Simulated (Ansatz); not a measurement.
An Ansatz input:

```yaml
crystal:
  lattice:
    - [4.0579773944, 0.0, 0.0]
    - [-2.0289886972, 3.5143115116, 0.0]
    - [0.0, 0.0, 4.413440467]
  atoms:
    - { symbol: Te, position: [0.3333333333, 0.6666666667, 0.25] }
    - { symbol: Te, position: [0.6666666667, 0.3333333333, 0.75] }
hamiltonian:
  xc: pbe
  pseudopotentials:
    kind: paw_fr
    azcp:
      Te: "pseudopotentials/Te.paw.azcp"
basis:
  ecutwfc: 420
  fft_grid_basis: typed
kpoints:
  mp_grid: { grid: [9, 9, 7], shift: [0, 0, 0] }
magnetization:
  noncollinear: true
  spin_orbit: true
scf:
  occupations: { method: fermi_dirac, width: 0.1 }
```

Terminal output

```
Engine: ansatz 0.2.0, x86_64-unknown-linux-gnu
Pseudopotentials: kind: paw_fr
Pseudopotential: Te, paw_fr, valence charge 16, recommended cutoff 420 eV (normal) 
Functional definition: PBE
  parameter kappa = 0.804
  parameter beta = 0.06672455060314922
  exchange = pbe_x(kappa = kappa, mu = beta*pi^2/3)
  correlation = pbe_c(beta = beta)
non-collinear run that drives no moment, with spin-orbit: no starting moment large enough to seed its density (crystal.atoms[].spin), no starting occupations that ask for one, no magnetisation constraint and no magnetic field, so the semilocal B_xc is pinned to zero
Crystal: 2 atoms, lattice volume = 62.940 Å³
Basis set: ecut = 420 eV, 1215 PW (Γ)
Bands: 40, of which v1, the nominal top of the filled ones, is band 32 counted from 1 (31 counted from 0)
Symmetry: 24 space group operations + 24 with time reversal
Magnetic group: BNS 194.264 (UNI 1494), of the structure as read, at distance tolerance 4.0e-5 Å
k-points: 48 of 567
Projection manifold: j_resolved (fully-relativistic pseudo-atomic orbitals)
Non-local potential: Te, projectors of the file, l = 0: 2, l = 1: 4, l = 2: 4, l = 3: 4
PAW form: soft (Blöchl's): semilocal exchange-correlation on the pseudo side does not see the compensation charge
PAW one-centre angular grid: Te, 590 points (default); XC on 64 Gauss nodes
Initial density: superposition of atomic densities (chi_scale 0.1, normalization cell)
Initial wavefunctions: pseudopotential atomic-orbital guess
Functional: x = pbe(κ = 0.804, μ = 0.2195149727645171), c = pbe(β = 0.06672455060314922)
SCF iter   1: F=—  HF=-13965.043376 eV  |F-HF|=—  |Δ(HF+E_count)|=         —  Δρ=8.82e-3  dr2=3.96e-2  dr2_m=0.00e0 (ungated)  ethr=3.10e-3  |M|=0.00e0 ∫|m|=0.00e0 μB  |m|>n=0.0e0 m-floor=0.0e0 τ_xc=0.0e0  β_m=0.30  ⟨swp⟩=12.5  Hψ=5510  notcnv=0
spin=Noncollinear: Kerker preconditioning applied to the charge; magnetization (m_x, m_y, m_z) channels mix plain (no charge-response kernel on spin).
SCF iter   2: F=—  HF=-13965.044632 eV  |F-HF|=—  |Δ(HF+E_count)|=   1.26e-3  Δρ=7.08e-3  dr2=2.62e-2  dr2_m=0.00e0 (ungated)  ethr=1.24e-4  |M|=0.00e0 ∫|m|=0.00e0 μB  |m|>n=0.0e0 m-floor=0.0e0 τ_xc=0.0e0  β_m=0.53  ⟨swp⟩=1.3  Hψ=1174  notcnv=0
SCF iter   3: F=—  HF=-13965.045891 eV  |F-HF|=—  |Δ(HF+E_count)|=   1.26e-3  Δρ=1.16e-3  dr2=8.35e-4  dr2_m=0.00e0 (ungated)  ethr=8.19e-5  |M|=0.00e0 ∫|m|=0.00e0 μB  |m|>n=0.0e0 m-floor=0.0e0 τ_xc=0.0e0  β_m=0.66  ⟨swp⟩=2.3  Hψ=1253  notcnv=0
SCF iter   4: F=—  HF=-13965.046024 eV  |F-HF|=—  |Δ(HF+E_count)|=   1.33e-4  Δρ=2.85e-4  dr2=9.69e-5  dr2_m=0.00e0 (ungated)  ethr=2.61e-6  |M|=0.00e0 ∫|m|=0.00e0 μB  |m|>n=0.0e0 m-floor=0.0e0 τ_xc=0.0e0  β_m=0.80  ⟨swp⟩=2.5  Hψ=1621  notcnv=0
SCF iter   5: F=—  HF=-13965.046062 eV  |F-HF|=—  |Δ(HF+E_count)|=   3.85e-5  Δρ=1.30e-4  dr2=2.43e-5  dr2_m=0.00e0 (ungated)  ethr=3.03e-7  |M|=0.00e0 ∫|m|=0.00e0 μB  |m|>n=0.0e0 m-floor=0.0e0 τ_xc=0.0e0  β_m=0.90  ⟨swp⟩=2.3  Hψ=1176  notcnv=0
SCF iter   6: F=—  HF=-13965.046073 eV  |F-HF|=—  |Δ(HF+E_count)|=   1.09e-5  Δρ=3.49e-5  dr2=9.15e-7  dr2_m=0.00e0 (ungated)  ethr=7.60e-8  |M|=0.00e0 ∫|m|=0.00e0 μB  |m|>n=0.0e0 m-floor=0.0e0 τ_xc=0.0e0  β_m=0.95  ⟨swp⟩=2.0  Hψ=1246  notcnv=0
SCF iter   7: F=-13965.046074 eV  HF=-13965.046074 eV  |F-HF|=2.29e-8  |Δ(HF+E_count)|=   6.34e-7  Δρ=8.30e-6  dr2=4.11e-8  dr2_m=0.00e0 (ungated)  ethr=3.13e-10  |M|=0.00e0 ∫|m|=0.00e0 μB  |m|>n=0.0e0 m-floor=0.0e0 τ_xc=0.0e0  ⟨swp⟩=1.6  Hψ=3111  notcnv=0
SCF 1 converged in 7 iterations: F = -13965.046074 eV  dr2 = 4.11e-8
SCF converged after 7 iterations
Magnetization: |M| = 0.0000 μB,  M = (+0.0000, +0.0000, +0.0000) μB
Absolute magnetization: 0.0000 μB (∫|m|)
  site 0: m = (+0.0000, +0.0000, +0.0000) μB, |m| = 0.0000 μB  (R = 1.33 Å)
  site 1: m = (+0.0000, +0.0000, +0.0000) μB, |m| = 0.0000 μB  (R = 1.33 Å)
Free energy (F): -13965.046074 eV
Harris-Foulkes:  -13965.046074 eV  (|F-HF|=2.29e-8)
Internal energy: -13965.003745 eV  (E = F + TS)
E sigma→0 (E₀):  -13965.024909 eV
Entropy (-TS):   -0.042329 eV (-21.164 meV/atom)
Fermi energy:    9.752982 eV
--- Per-component energies (eV) ---
  E_band       = -497.834228
  E_kinetic    = 360.422429
  E_local      = -2330.981348  (includes V_loc(G=0)·N_el)
  E_nonlocal   = -620.181295
  E_hartree    = 1529.716105
  E_xc         = -248.388928
  E_vxc        = -207.788931  (∫ρ·V_xc dr)
  E_paw        = -9329.687719  (= ΣΔE_a)
  E_vpaw       = -758.742397  (= ΣTr[D̂ρ^β])
  E_aug_tail   = -0.000391  (compensation charges beyond the density's cutoff)
  E_ewald      = -3325.902599
  E_smearing   = -0.042329  (= −TS)
  E_closure    = 0.000000  (closes the sum)
  Σ components = -13965.046074   (vs F -13965.046074, Δ=0.00e0)
```
